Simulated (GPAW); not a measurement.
Runs of GPAW 26.7.0 on AlNi. Symmetry: Cmmm, No. 65, orthorhombic system. Conventional cell: a = 3.877 Å, b = 3.906 Å, c = 3.099 Å, α = 90.00°, β = 90.00°, γ = 90.00°. Around Ni (site symmetry mmm) lie 8 Al at 2.48 to 2.49 Å and 4 Ni at 2.75 Å. Al (site symmetry mmm) is surrounded by 8 Ni at 2.48 to 2.49 Å and 4 Al at 2.75 Å. The cell comes from a database or a generator and needn't be the stable form of this composition.

| task | level | potentials or basis | U | cell | k mesh | optimizer | fmax | max steps | convergence | ranks | mesh quality | gap on the mesh (eV) | pressure (GPa) | moment (μB) | relaxed volume (Å³/atom) |
| --- | --- | --- | --- | --- | --- | --- | --- | --- | --- | --- | --- | --- | --- | --- | --- |
| relaxation of cell and atoms | PBEsol | PAW data sets generated in the run's folder for this functional, pw | - | relaxed | 6 × 6 × 6 | BFGS | 0.02 eV/Å | 60 | density=1e-05 forces=0.0001 | - | coarse | none | 0.0 | 0.00 | 11.83 |
| band structure | PBEsol+U | PAW data sets generated in the run's folder for this functional, pw | Ni d U = 6 eV | as given | 7 × 7 × 6 | - | - | - | - | - | not flagged | - | (c) | 0.27 | - |
| band structure | LDA | the program's PAW data sets (release 1.2.1) made for this functional, pw | - | as given | 6 × 6 × 6 | - | - | - | - | - | coarse | - | -4.3 | 0.00 | - |
| band structure | PBEsol+U | PAW data sets generated in the run's folder for this functional, pw | Ni d U = 2 eV | as given | 7 × 7 × 6 | - | - | - | - | - | not flagged | - | 0.0 | (a) | - |
| relaxation of cell and atoms | PBEsol+D3(BJ) | PAW data sets generated in the run's folder for this functional, pw | - | relaxed | 6 × 6 × 6 | BFGS | 0.02 eV/Å | 60 | density=1e-05 forces=0.0001 | - | coarse | none | -0.1 | 0.00 | 11.46 |
| band structure | PBEsol | PAW data sets generated in the run's folder for this functional, pw | - | as given | 6 × 6 × 6 | - | - | - | - | - | coarse | - | (b) | 0.00 | - |
| band structure | PBEsol+U | PAW data sets generated in the run's folder for this functional, pw | Ni d U = 8 eV | as given | 7 × 7 × 6 | - | - | - | - | - | not flagged | - | 1.8 | 0.42 | - |

Alike in all rows: spin collinear, ferromagnetic start; cutoff (eV) 600; smearing fermi-dirac 0.05 eV.

Task: Fill in the values left out.

Result: (a) 0.12; (b) 1.5; (c) -1.5.

Caveats: some runs use coarse meshes; the stock nickel data set gives pressures a few GPa off other programs; the U is typed as a test and isn't derived for this compound (some runs); each step starts from the last one's moments, so a moment once lost doesn't come back (some runs); later steps reuse the first step's grids (some runs); pairwise dispersion overbinds metals, which lowers pressure and volume (some runs).

A k mesh can miss the band edges.

A gap of «none» marks a metal or a gap under the smearing width.

Not every run made on this cell is shown here.
